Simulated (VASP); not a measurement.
Here is a VASP 6.6.1 calculation.

Contents of INCAR:

```
SYSTEM = SnSe
  PREC = Accurate
  ENCUT = 520
  EDIFF = 1E-6
  ISMEAR = 0
  SIGMA = 0.05
  LREAL = .FALSE.
  LASPH = .TRUE.
  NELM = 100
  ALGO = Fast
  ISIF = 2
  LWAVE = .FALSE.
  LCHARG = .TRUE.
  GGA = PE
  IVDW = 12
  LELF = .TRUE.
  LVHAR = .TRUE.
  NBANDS = 28
```

File KPOINTS:

```
regular mesh
0
G
  6 6 4
  0 0 0
```

The input POSCAR:

```
SnSe
1.0
    3.9639278627      0.0000000000      0.0000000000
    0.0000000000      3.9639278627      0.0000000000
    0.0000000000      0.0000000000     10.9906921300
Sn Se
2 2
Direct
    0.5000000000      0.0000000000      0.3722291100
    0.0000000000      0.5000000000      0.6277708900
    0.5000000000      0.0000000000      0.6160394900
    0.0000000000      0.5000000000      0.3839605100
```

Potentials or basis: VASP PAW PBE potentials, release 64 (Sn_d, Se).

Command:

```console
$ cat potpaw_PBE.64/Sn_d/POTCAR potpaw_PBE.64/Se/POTCAR > POTCAR
$ mpirun -np 1 vasp_std > vasp.out
```

(1) What does it give for the dispersion energy per atom?

(2) What does it give for the band gap on the k mesh?

(3) Estimate the largest force.

Results:

(1) -0.282 eV.

(2) 0.73 eV, indirect (least direct gap 1.22 eV).

(3) 0.621 eV/Å.

Caveat: spin-orbit coupling is left out, which moves the levels of the heavy elements.
